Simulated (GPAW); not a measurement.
# Zn (P6_3/mmc) in GPAW: single point with r2SCAN

Aim: the single point of Zn with r2SCAN.

Program: GPAW 26.7.0. These are calculated values, not measurements. Logs are shortened: lines on timing, memory, paths and dates and some standing lists are left out, and cuts for length are marked. The log counts tension as positive stress, the text compression.

## Step 1: The undisturbed crystal

The structure is hexagonal, space group P6_3/mmc (No. 194). Conventional cell: a = 2.670 Å, b = 2.670 Å, c = 4.966 Å, α = 90.00°, β = 90.00°, γ = 120.00°. Zn (site symmetry -6m2) is surrounded by 12 Zn at 2.67 to 2.92 Å.

## Step 2: Single point, r2SCAN (volume scaled by 0.96)

Contents of run.py:

```python
from ase.dft.bandgap import bandgap
from ase.io import read, write
from ase.units import GPa
from gpaw import GPAW, PW

atoms = read('Zn.cif')

calc = GPAW(mode=PW(400),
            xc='MGGA_X_R2SCAN+MGGA_C_R2SCAN',
            kpts={'size': (9, 9, 5), 'gamma': True},
            occupations={'name': 'fermi-dirac', 'width': 0.05},
            nbands=21,
            maxiter=120,
            txt='gpaw.txt')
atoms.calc = calc
energy = atoms.get_potential_energy()
forces = atoms.get_forces()
stress = atoms.get_stress()
calc.write('gs.gpw')
write('result.traj', atoms)
print(f'Energy: {energy:.6f} eV')
print('Forces (eV/A):')
print(forces.round(4))
print('Stress (GPa):', (stress / GPa).round(3))
print('Fermi level:', round(calc.get_fermi_level(), 4), 'eV')
print(f'Gap: {bandgap(calc)[0]:.4f} eV, direct: {bandgap(calc, direct=True)[0]:.4f} eV')
```

Contents of Zn.cif:

```cif
data_Zn
_cell_length_a 2.63391450
_cell_length_b 2.63391450
_cell_length_c 4.89888366
_cell_angle_alpha 90.00000000
_cell_angle_beta 90.00000000
_cell_angle_gamma 120.00000000
_space_group_name_H-M_alt 'P6_3/mmc'
_space_group_name_Hall '-P 6c 2c'
_space_group_IT_number 194
loop_
_space_group_symop_operation_xyz
'x,y,z'
'-x,-y,-z'
'x-y,x,z+1/2'
'-x+y,-x,-z+1/2'
'-y,x-y,z'
'y,-x+y,-z'
'-x,-y,z+1/2'
'x,y,-z+1/2'
'-x+y,-x,z'
'x-y,x,-z'
'y,-x+y,z+1/2'
'-y,x-y,-z+1/2'
'-y,-x,-z+1/2'
'y,x,z+1/2'
'-x,-x+y,-z'
'x,x-y,z'
'-x+y,y,-z+1/2'
'x-y,-y,z+1/2'
'y,x,-z'
'-y,-x,z'
'x,x-y,-z+1/2'
'-x,-x+y,z+1/2'
'x-y,-y,-z'
'-x+y,y,z'
loop_
_atom_site_label
_atom_site_type_symbol
_atom_site_symmetry_multiplicity
_atom_site_Wyckoff_symbol
_atom_site_fract_x
_atom_site_fract_y
_atom_site_fract_z
_atom_site_occupancy
Zn1 Zn 2 c 0.6666666667 0.3333333333 0.7500000000 1
```

Potentials or basis: GPAW PAW data sets (gpaw-data 1.2.1), pw.

On the command line:

```
OMP_NUM_THREADS=1 python run.py
```

gpaw.txt:

```text
__  _  _
 | _ |_)|_||  |
 |__||  | ||/\| - 26.7.0

Input parameters:
  mode=PW(ecut=400.0),
  kpts=MonkhorstPack(size=(9, 9, 5), gamma=True),
  maxiter=120,
  nbands=21,
  occupations=Occupations(name='fermi-dirac', width=0.05),
  xc=XC(name='MGGA_X_R2SCAN+MGGA_C_R2SCAN')

Diagonalizing LCAO Hamiltonian
Converting LCAO to pw mode

          Zn

        Zn

Atoms  # Å, Bohr magnetons
|   | symbol |         x |        y |        z |    initial magnetic moments |
|---|--------|-----------|----------|----------|-----------------------------|
| 0 |     Zn |  1.316957 | 0.760346 | 3.674163 | ( 0.0000,  0.0000,  0.0000) |
| 1 |     Zn | -0.000000 | 1.520691 | 1.224721 | ( 0.0000,  0.0000,  0.0000) |

Unit cell  # Å
| periodic |         x |        y |        z |  lengths |     angles |
|----------|-----------|----------|----------|----------|------------|
|      yes |  2.633914 | 0.000000 | 0.000000 | 2.633914 |  90.000000 |
|      yes | -1.316957 | 2.281037 | 0.000000 | 2.633914 |  90.000000 |
|      yes |  0.000000 | 0.000000 | 4.898884 | 4.898884 | 120.000000 |

Number of symmetries: 12
Symmetry operations  # r_c * U_cc + t_c -> r_c
|    | kind |            matrix            |
|----|------|------------------------------|
|  0 |  σ   |  1, 1, 0,  0,-1, 0,  0, 0, 1 |
|  1 |  S6  |  1, 1, 0, -1, 0, 0,  0, 0,-1 |
|  2 |  E   |  1, 0, 0,  0, 1, 0,  0, 0, 1 |
|  3 |  C2  |  1, 0, 0, -1,-1, 0,  0, 0,-1 |
|  4 |  C2  |  0, 1, 0,  1, 0, 0,  0, 0,-1 |
|  5 |  C3  |  0, 1, 0, -1,-1, 0,  0, 0, 1 |
|  6 |  S6  |  0,-1, 0,  1, 1, 0,  0, 0,-1 |
|  7 |  σ   |  0,-1, 0, -1, 0, 0,  0, 0, 1 |
|  8 |  σ   | -1, 0, 0,  1, 1, 0,  0, 0, 1 |
|  9 |  i   | -1, 0, 0,  0,-1, 0,  0, 0,-1 |
| 10 |  C3  | -1,-1, 0,  1, 0, 0,  0, 0, 1 |
| 11 |  C2  | -1,-1, 0,  0, 1, 0,  0, 0,-1 |

BZ-sampling:
  Number of BZ points: 405
  Number of IBZ points: 50

  Monkhorst-Pack size: [9, 9, 5]
  Monkhorst-Pack shift: [0, 0, 0]

K-points  # in reciprocal-cell coordinates
|     |                                coordinates |     weight |
|-----|--------------------------------------------|------------|
|   0 | (  0.00000000,   0.00000000,   0.00000000) | 0.00246914 |
|   1 | (  0.00000000,   0.00000000,   0.20000000) | 0.00493827 |
|   2 | (  0.00000000,   0.00000000,   0.40000000) | 0.00493827 |
|   3 | (  0.11111111,   0.00000000,  -0.40000000) | 0.01481481 |
|   4 | (  0.11111111,   0.00000000,  -0.20000000) | 0.01481481 |
|   5 | (  0.11111111,   0.00000000,   0.00000000) | 0.01481481 |
|   6 | (  0.11111111,   0.00000000,   0.20000000) | 0.01481481 |
|   7 | (  0.11111111,   0.00000000,   0.40000000) | 0.01481481 |
|   8 | (  0.22222222,  -0.11111111,   0.00000000) | 0.01481481 |
|   9 | (  0.22222222,  -0.11111111,   0.20000000) | 0.02962963 |
| ... |                                            |            |
|  49 | (  0.44444444,   0.44444444,   0.40000000) | 0.02962963 |

Plane wave coefficients: 568
Cutoff: 400.0 eV

Spin-components: 1 (collinear spins)
Bands:           21
Projectors:      12
Spin-degeneracy: 2
Datatype:        complex128

Parallelization:
  kpt:    1
  domain: 1
  band:   1

Density:
  Valence electrons: 24.0
  Components: 1
  Grid points: [14 14 24]
  Charge: 0.0  # |e|

Potential:
  Grid points: [14 14 24]

species:
  Zn:
    name:    Zinc
    Z:       30.0
    valence: 12
    core:    18
    charge:  0.0  # [|e|]
    compensation charges:
      type: gauss
      rc: 0.37  # [Å]
      lmax: 2
    cutoffs:
      filter: 2.14  # [Å]
      core: 2.28  # [Å]
    projectors
    | kind |    occ | energy [eV] | rcut [Å] |
    |------|--------|-------------|----------|
    |   4s |  2.000 |      -5.977 |    1.286 |
    |   4p |  0.000 |      -1.117 |    1.270 |
    |   3d | 10.000 |     -10.142 |    1.180 |
    |    s |        |      21.234 |    1.286 |
    |    p |        |      26.095 |    1.270 |
    |    d |        |      17.070 |    1.180 |

    Using partial waves for Zn as LCAO basis

Reference energy: -97722.653306  # eV

eigensolver:
  PPCG
  Converge bands: occupied
  niter=2

density mixing:
  MSR1-Mixer
  Pratt-step length: 0.05
  Maximum mixing coefficient: 0.75
  Old densities: 10
  SVD Regularization: 0.005
  Good broyden scale: 1.0
  Trust region scale: 1.0
  Backstep threshold: 4.0
  History deletion threshold: 6.0
  Fourier metric: weight=20.0, sigma=0.015

occupation numbers:
  Fermi-Dirac:
    width: 0.0500  # eV

poisson solver:
  ecut: 3200.0  # eV

xc functional:
  name: MGGA_X_R2SCAN+MGGA_C_R2SCAN with 2 nearest neighbor stencil

convergence criteria:
- Maximum [total energy] change in last 3 cyles: 0.0005 eV / valence electron
- Maximum integral of absolute [dens]ity change: 0.0001 electrons / valence electron
- Maximum integral of absolute [eigenst]ate change: 4e-08 eV^2 / valence electron
maximum number of iterations: 120

SCF iterations
|iter     | |      energy | eigst |  dens |
|---------|-|-------------|-------|-------|
|iter:   1| |  -16.848657 | -0.27 |       |
|iter:   2| |  -15.468554 | -1.07 | -1.50 |
|iter:   3| |  -15.532628 | -2.08 | -1.53 |
|iter:   4| |  -15.570802 | -2.24 | -1.72 |
|iter:   5| |  -15.584412 | -2.60 | -2.04 |
|iter:   6| |  -15.584584 | -3.88 | -2.52 |
|iter:   7| |  -15.584878c| -4.08 | -3.07 |
|iter:   8| |  -15.584892c| -5.40 | -3.46 |
|iter:   9| |  -15.584891c| -7.01 | -4.11c|
|iter:  10| |  -15.584890c| -7.71c| -4.39c|

Converged in 10 steps
Energy contributions relative to reference atoms: (reference = -97722.653306)

Energy contributions:
  Kinetic:          19.900614
  Coulomb:         -14.273302
  Zero:             -0.073220
  External:          0.000000
  Xc:              -21.133696
  Entropy:          -0.010571
  Spinorbit:         0.000000
  ----------------------------
  Free energy:     -15.590176
  Extrapolated:    -15.584890

dipole moment: (-0.000000, -0.000000, -0.000000)  # |e|*Ang

Fermi level: 7.183
Eigenvalues  # (at kpt = [0.000, 0.000, 0.000])
| band index |      eig [eV] | occ [0-2] |
|------------|---------------|-----------|
|          0 |        -4.243 |     2.000 |
|        ... |               |           |
|          5 |        -1.068 |     2.000 |
|          6 |        -1.068 |     2.000 |
|          7 |        -0.710 |     2.000 |
|          8 |        -0.710 |     2.000 |
|          9 |        -0.487 |     2.000 |
|         10 |        -0.487 |     2.000 |
[... 8 lines left out ...]
|         19 |        27.349 |     0.000 |
|         20 |        28.575 |     0.000 |

No gap
No difference between direct/indirect transitions

Forces  # eV/Ang
|        x |        y |        z |
|----------|----------|----------|
|  0.00000 | -0.00000 |  0.00003 |  # Zn   0
| -0.00000 |  0.00000 | -0.00003 |  # Zn   1

Stress tensor  # eV/Ang^3
|        x |         y |         z |
|----------|-----------|-----------|
| 0.033660 |  0.000000 |  0.000000 |
| 0.000000 |  0.033660 | -0.000000 |
| 0.000000 | -0.000000 |  0.008558 |

# Writing to gs.gpw (mode='')
```

Run time: 38 s. Hardware: 1 thread of Arm Neoverse V1, shared host; peak memory 0.21 GiB.

The run converged, but some of its settings lie outside the range that counts as converged, so its numbers aren't taken as properties of the crystal.

Results:

```
Free energy            : -15.5902 eV
Pressure               : -4.1 GPa
Band gap on the k mesh : none (metal or under the smearing width)
```

Caveat: the cutoff is short for stress and forces, so pressures can be off by a GPa or more; the PAW data sets were made with another functional, which shifts forces and pressure a little.
